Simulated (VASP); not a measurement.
PbSe (Clausthalite):

```xyz
2
Lattice="0.0000 3.0606 3.0606 3.0606 0.0000 3.0606 3.0606 3.0606 0.0000" Properties=species:S:1:pos:R:3 pbc="T T T"
Pb    0.0000    0.0000    0.0000
Se    3.0606    3.0606    3.0606
```

Base run:

| Property | Result |
| --- | --- |
| Program | VASP 6.6.1 |
| Functional | PBE |
| Potentials or basis | VASP PAW PBE potentials, release 64 (Pb_d, Se) |
| Cutoff | 520 eV |
| k mesh | 6 × 6 × 6 |
| Occupations | fermi-dirac, width 0.05 eV |
| Spin | spin-orbit coupling, no magnetisation |

Its results: pressure 2.0 GPa.

The run is repeated on the same cell with these changes: functional from PBE to HSE06; occupations from fermi-dirac, width 0.05 eV to gaussian, width 0.02 eV. What comes out?

Pressure 1.0 GPa.

Caveats: the PAW data sets were made with another functional, which shifts forces and pressure a little (some runs).

Not every run made on this cell is shown here.
